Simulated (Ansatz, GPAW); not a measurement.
# Work function of B/Pd(110) at several levels, part 3 of 3

Wanted: work functions and dipole of B/Pd(110), with the cost of each level.

GPAW 26.7.0 and Ansatz 0.2.0; Ansatz plane waves; slab in vacuum with a dipole correction, relaxation; PAW set soft_1 (the session's first sound run).

So far, upper work function (eV): step 2 (relaxation, PBE) 5.45; step 5 (self-consistent run: xc = "LDA") 5.78; step 6 (self-consistent run: xc = "RPBE") 5.30; step 7 (real-space grid: mode = "fd", PBE, GPAW) 5.44; step 8 (atomic orbitals: mode = "lcao", PBE, GPAW) 5.48.

## (10) A second plane-wave code

A second program with its own datasets checks the number independently.

This step: Ansatz plane waves; slab in vacuum with a dipole correction; PAW set soft_1 (Ansatz 0.2.0).

File input.yaml:

```yaml
crystal:
  lattice:
    - [3.89, 0.0, 0.0]
    - [0.0, 2.7506453788, 0.0]
    - [0.0, 0.0, 20.0012907576]
  atoms:
    - { symbol: Pd, position: [0.0, 0.0, 0.3499774132] }
    - { symbol: Pd, position: [0.5, 0.5, 0.4187391099] }
    - { symbol: Pd, position: [0.0, 0.0, 0.4905165782] }
    - { symbol: Pd, position: [0.5, 0.5, 0.5635669126] }
    - { symbol: Pd, position: [0.0, 0.0, 0.652050586] }
    - { symbol: B, position: [0.5, 0.5, 0.6600642137] }
kpoints:
  mp_grid: { grid: [8, 11, 1] }
hamiltonian:
  xc: pbe
  pseudopotentials: { kind: paw, azcp: { folder: soft_1 } }
scf:
  occupations: { method: fermi_dirac, width: 0.1 }
efield:
  axis: 3
  dipole_correction: true
  ramp_width: 0.05
output:
  forces: true
  write_potential: true
  write_density: true
  volumetric_format: npy
  elf: true
```

Command:

```console
> ansatz run input.yaml --threads 4 --pin off --max-ram 8192MiB --backend cpu --events-out ev --progress --plain --runs-dir out
```

Numbers of over 12 decimals in the logs are rounded to 6 here.

What it wrote:

```text
[...]
Crystal: 6 atoms, lattice volume = 214.014 Å³
Basis set: ecut = 420 eV, 4187 PW (Γ), exchange–correlation on 54×40×270 points (8 copies of the dense FFT grid, shifted against one another)
Bands: 56, of which v1, the nominal top of the filled ones, is band 47 counted from 1 (46 counted from 0)
Symmetry: 4 space group operations
[...]
k-points: 30 of 88
[...]
SCF iter   1: F=—  HF=-35026.511943 eV  |F-HF|=—  |Δ(HF+E_count)|=         —  Δρ=1.23e-1  dr2=6.29e1  ethr=3.10e-3  p=0.000 e·Å  D=3.92e-7 V/Å  ΔV_dip=-0.00 eV  dr2_dipole=5.99e0  V_vac-E_F(+/−)=2.82/2.82 eV  ⟨swp⟩=6.9  Hψ=6570  notcnv=0  defer=4
[...]
SCF iter  12: F=-35018.494546 eV  HF=-35018.494546 eV  |F-HF|=1.40e-8  |Δ(HF+E_count)|=   1.68e-7  Δρ=4.30e-6  dr2=6.80e-8  ethr=1.08e-10  p=-0.042 e·Å  D=-3.54e-2 V/Å  ΔV_dip=0.71 eV  dr2_dipole=3.12e-10  V_vac-E_F(+/−)=5.45/4.74 eV  ⟨swp⟩=20.3  Hψ=13830  notcnv=0
SCF 1 converged in 12 iterations: F = -35018.494546 eV  dr2 = 6.80e-8
[...]
SCF converged after 12 iterations
Free energy (F): -35018.494546 eV
[...]
Internal energy: -35018.266410 eV  (E = F + TS)
E sigma→0 (E₀):  -35018.380478 eV
Entropy (-TS):   -0.228136 eV (-38.023 meV/atom)
Fermi energy:    3.996876 eV
Dipole field:    D = -0.035442 V/Å  (p = -0.041918 e·Å, saw-weighted, corrected)
Work function:   Φ+ = 5.4461 eV   Φ− = 4.7372 eV
[...]
--- Forces (eV/Å), atoms counted from 1 ---
  atom   1  Pd     0.00000000     0.00000000     0.23228106
  atom   2  Pd     0.00000000     0.00000000    -0.23258405
  atom   3  Pd     0.00000000     0.00000000    -0.00010121
  atom   4  Pd     0.00000000     0.00000000    -0.00140520
  atom   5  Pd     0.00000000     0.00000000     0.00094225
  atom   6  B      0.00000000     0.00000000     0.00085457
  max |Σ_I F_I| component: 1.26e-5 eV/Å
--- Band table (eV; the first three rows and the last of 30) ---
  k-point 0: bands = [... 43 lower, 3.1251, 3.1669, 3.4112, 3.7073, 4.1294, 4.4060, 4.9562, 7.0839, ... 5 higher]
  k-point 1: bands = [... 43 lower, 2.9680, 3.2406, 3.6063, 3.7728, 3.8844, 4.5613, 5.4118, 7.2664, ... 5 higher]
  k-point 2: bands = [... 43 lower, 3.1918, 3.3182, 3.5650, 3.7112, 4.0359, 4.9905, 6.4063, 7.5552, ... 5 higher]
  k-point 29: bands = [... 43 lower, 3.9174, 3.9924, 3.9934, 4.3514, 5.4843, 6.9879, 7.0794, 7.3650, ... 5 higher]
```

Elapsed: 12 s, on 4 threads of Arm Neoverse V2, shared host; peak memory 0.66 GiB.

This step gave:

```
upper work function     : 5.446 eV
lower work function     : 4.737 eV
dipole along the normal : -0.04192 e·Å
dipole field            : -0.03544 V/Å
vacuum level above      : 9.443 eV
vacuum level below      : 8.734 eV
```

The electrostatic potential energy of an electron (with the applied field's), less the Fermi level, planar mean oscillates, so the rows of the table below give means over windows of 1.48 Å about each position, cut where the curve ends. Its maxima inside the range that stand out by 2 % of the span (Å: eV): 7.7: -7.01, 9.0: -6.30, 10.5: -6.16, 12.1: -2.04. Its minima: 7.0: -10.1, 8.4: -10.5, 9.8: -10.6, 11.3: -10.4, 13.0: -17.3.

Table of electrostatic potential energy of an electron (with the applied field's), less the Fermi level, planar mean by z; means over each step:

```tsv
z (Å)	electrostatic potential energy of an electron (with the applied field's), less the Fermi level, planar mean (eV)
0.74	4.82
2.22	4.74
3.70	4.73
5.18	4.31
6.66	-5.29
8.14	-8.59
9.62	-8.36
11.10	-7.98
12.58	-9.43
14.06	-1.41
15.54	5.33
17.02	5.44
18.50	5.45
```

The valence density, planar mean oscillates, so the rows of the table below give means over windows of 0.5 Å about each position, cut where the curve ends. Its maxima inside the range that stand out by 2 % of the span (Å: e/Å³): 6.96: 1.64, 8.44: 1.66, 9.78: 1.67, 11.26: 1.67, 13.04: 1.78. Its minima: 7.70: 0.740, 9.04: 0.668, 10.52: 0.612, 12.15: 0.394.

Table of valence density, planar mean by z; means over each step:

z (Å), valence density, planar mean (e/Å³) and a bar:
```
      3.5       0.00 
      4.0       0.00 
      4.5       0.00 
      5.0       0.01 
      5.5       0.03 
      6.0       0.13 ##
      6.5       0.78 ##############
      7.0       1.53 ############################
      7.5       0.99 ##################
      8.0       1.17 #####################
      8.5       1.51 ###########################
      9.0       0.81 ###############
      9.5       1.25 #######################
     10.0       1.43 ##########################
     10.5       0.75 ##############
     11.0       1.30 ########################
     11.5       1.34 ########################
     12.0       0.53 ##########
     12.5       0.85 ###############
     13.0       1.65 ##############################
     13.5       1.01 ##################
     14.0       0.24 ####
     14.5       0.06 #
     15.0       0.01 
     15.5       0.00 
     16.0       0.00 
     16.5       0.00 
     17.0       0.00
```

Force by atom:

```tsv
atom	x (eV/Å)	y (eV/Å)	z (eV/Å)	size
Pd1	0.000	0.000	0.232	0.232
Pd2	0.000	0.000	-0.233	0.233
Pd3	0.000	0.000	0.000	0.000
Pd4	0.000	0.000	-0.001	0.001
Pd5	0.000	0.000	0.001	0.001
B6	0.000	0.000	0.001	0.001
```

Valence density in the ca plane at fractional y = 0.500, with atoms of Pd and B within 0.2 Å of it. It is the smooth field of the valence electrons, not physical close to the nuclei.

Values in e/Å³, 6 rows by 16 columns, each cell a mean:
```
 0  0  0  0  0  0  0  0  0  0  0  0  0  0  0  0
 0  0  0  0  2  0  0  2  0  0  0  0  0  0  0  0
 0  0  0  1 11  1  2 10  1  1  0  0  0  0  0  0
 0  0  0  1  8  1  2  7  1  1  0  0  0  0  0  0
 0  0  0  0  1  0  0  1  0  0  0  0  0  0  0  0
 0  0  0  0  0  0  0  0  0  0  0  0  0  0  0  0
```
Columns run along c (16.0 Å, from fractional 0.20 to 1.00 of the cell), rows up along a (3.9 Å). Atoms in or near the plane, at fractional coordinates: Pd at (0.42, 0.50), Pd at (0.56, 0.50), B at (0.66, 0.50).

ELF in the ca plane at fractional y = 0.500, with atoms of Pd and B within 0.2 Å of it. It is the smooth field of the valence electrons, not physical close to the nuclei.

Ten even steps from '0' (0.00) to '9' (0.77), each cell a mean:
```
00001122222222222222112222222100000000000000
00001122222222222222222334543210000000000000
00000112223454222234433478986410000000000000
00000011234555422245554676898520000000000000
00000011245324531253245750389631000000000000
00000011235434532254345762599630000000000000
00000112223555322245553589998520000000000000
00000112222232222223322356765310000000000000
00001122222222222222112223332110000000000000
00001122222212222222111222222100000000000000
```
Columns run along c (16.0 Å, from fractional 0.20 to 1.00 of the cell), rows up along a (3.9 Å). Atoms in or near the plane, at fractional coordinates: Pd at (0.42, 0.50), Pd at (0.56, 0.50), B at (0.66, 0.50).

Electrostatic potential energy in the ca plane at fractional y = 0.500, with atoms of Pd and B within 0.2 Å of it. With pseudopotentials it is smooth inside the atoms' cores, unlike the true potential.

Ten even steps from '0' (-44 eV) to '9' (9 eV), each cell a mean:
```
99999999999999999999999999999999999999999999
99999999999999999999999999999999999999999999
99999999998656899986568988899999999999999999
99999999984101689840015752479999999999999999
99999999972000389710003620168999999999999999
99999999983000489720004631269999999999999999
99999999996324799863247876789999999999999999
99999999999888999988889998999999999999999999
99999999999999999999999999999999999999999999
99999999999999999999999998999999999999999999
```
Columns run along c (16.0 Å, from fractional 0.20 to 1.00 of the cell; values clipped at the 3rd and 97th percentile), rows up along a (3.9 Å). Atoms in or near the plane, at fractional coordinates: Pd at (0.42, 0.50), Pd at (0.56, 0.50), B at (0.66, 0.50).

The upper face's work function is 5.446 eV, against 5.444 eV in the first plane-wave PBE run at this geometry.

## (11) Side by side

Results and costs are gathered.

This step: comparison of work functions, dipole and cost; PAW set soft_1 (GPAW 26.7.0).

Ladder, by row:

```tsv
step	code	work function, upper (eV)	work function, lower (eV)	dipole (e Å)	wall time (s)	peak memory (GiB)	threads
pw	GPAW	5.444	4.731	-0.04222	606.8	0.45	1
vdW-DF2	GPAW	5.704	5.177	-0.03118	583.6	0.62	1
LDA	GPAW	5.775	5.13	-0.03814	580.5	0.45	1
RPBE	GPAW	5.299	4.547	-0.0445	657.3	0.45	1
fd	GPAW	5.444	4.731	-0.04216	2513	1.98	1
lcao	GPAW	5.481	4.774	-0.04182	3184	0.56	1
ansatz	Ansatz	5.446	4.737	-0.04192	11.8	0.662	4
```

## (12) A changed run

One more run, with changed settings.

This step: GPAW, PAW setups; slab in vacuum (GPAW 26.7.0).

File run.py:

```python
import json
import numpy as np
from ase import Atoms
from gpaw import GPAW, PW

slab = Atoms(
    ['Pd', 'Pd', 'Pd', 'Pd', 'Pd', 'B'],
    positions=[
        [0.00000, 0.00000, 7.00000],
        [1.94500, 1.37532, 8.37532],
        [0.00000, 0.00000, 9.81096],
        [1.94500, 1.37532, 11.27207],
        [0.00000, 0.00000, 13.04185],
        [1.94500, 1.37532, 13.20214]],
    cell=[[3.89, 0.0, 0.0], [0.0, 2.75065, 0.0], [0.0, 0.0, 20.00129]],
    pbc=[True, True, False])

slab.calc = GPAW(mode=PW(500), xc='PBE', kpts={'size': (1, 1, 1), 'gamma': True},
                 occupations={'name': 'fermi-dirac', 'width': 0.1}, nbands='200%',
                 convergence={'density': 1e-05}, maxiter=100,
                 poissonsolver={'dipolelayer': 'xy'},
                 symmetry={'tolerance': 1e-3}, txt='slab.txt')
result = {}
energy = slab.get_potential_energy()
fermi = slab.calc.get_fermi_level()
v = slab.calc.get_electrostatic_potential().mean((0, 1)) - fermi
n = slab.calc.get_pseudo_density().mean((0, 1))
L = slab.cell[2, 2]
z = np.arange(len(v)) * L / len(v)
low, high = slab.positions[:, 2].min(), slab.positions[:, 2].max()
below, above = np.interp([low - 4.8, high + 4.8], z, v)
slopes = [np.interp(x, z, np.gradient(v, z)) for x in (low - 4.8, high + 4.8)]
eps = np.array([[slab.calc.get_eigenvalues(k, s) for k in range(len(slab.calc.get_ibz_k_points()))]
                for s in range(slab.calc.get_number_of_spins())]) - fermi
top, bottom = eps[eps < 0].max(), eps[eps > 0].min()
dipole = slab.get_dipole_moment()[2]
print(f'energy {energy:.4f} eV, Fermi level {fermi:.4f} eV, dipole {dipole:.5f} e A')
print(f'potential 4.8 A off the faces, from the Fermi level: lower {below:.4f} eV, upper {above:.4f} eV')
print(f'slope of the potential there: lower {slopes[0]:.5f}, upper {slopes[1]:.5f} eV/A')
print(f'nearest levels on the mesh: {top:.4f} and {bottom:.4f} eV')
print('magnetic moment', round(slab.get_magnetic_moment(), 3))
result.update(energy=energy, fermi=fermi, dipole=dipole, below=below, above=above, slopes=slopes, edges=[top, bottom],
              z=z.tolist(), v=v.tolist(), n=n.tolist(), positions=slab.positions.tolist(),
              forces=slab.get_forces(apply_constraint=False).tolist(), moments=slab.get_magnetic_moments().tolist())
json.dump(result, open('result.json', 'w'))
```

Command:

```console
> OMP_NUM_THREADS=1 OPENBLAS_NUM_THREADS=1 python run.py
```

What it wrote:

```text
energy -30.4305 eV, Fermi level -0.5667 eV, dipole -0.17768 e A
potential 4.8 A off the faces, from the Fermi level: lower 5.1869 eV, upper 8.1916 eV
slope of the potential there: lower -0.00060, upper 0.00012 eV/A
nearest levels on the mesh: -0.0292 and 0.2061 eV
magnetic moment 0.0
```

Run time: 14 s. Hardware: 1 thread; peak memory 0.2 GiB.

The run finished. A setting was moved off its sound value on purpose, so it serves as a test and not as the result.

The fault put into the input: one k-point (kpts = [1, 1]).

Side by side:

```tsv
quantity	this run	sound run	difference
dipole along the normal (e·Å)	-0.17768	-0.042219	-0.135
upper work function (eV)	8.1916	5.4444	2.75
lower work function (eV)	5.1869	4.7306	0.456
```

One result that differs is the dipole along the normal, -0.178 e·Å against -0.0422 e·Å.

## (13) Outcome

| Property | Result |
| --- | --- |
| work function, upper and lower face | 5.444 and 4.731 eV |
| dipole along the normal | -0.0422 e Å |

With plane waves and PBE the work function is 5.44 eV on the upper face and 4.73 eV on the lower. The two faces differ by 0.71 eV, the step that the slab's dipole makes (e p/(ε0 A) gives 0.71 eV), so the dipole layer is needed. Over the sound runs of the table the upper face's work function spans 5.299 (RPBE) to 5.775 eV (LDA). The two plane-wave codes differ by 0.0017 eV on the upper face. The cell of 10.7 Å² holds one B, started on one chosen site; other sites and coverages weren't tried. The in-plane lattice was kept as typed, which isn't the functional's own and leaves some strain; spin-orbit coupling and temperature are left out.

[Logs are printed without paths, hosts, clocks, repeated set-up lines and the standing remarks that a program may print on its own settings, such as how far it seeks lower states.]

[Hosts, paths, dates, database ids (printed as entryN), source tags and the programs' standing remarks are cut or masked in the printed files.]
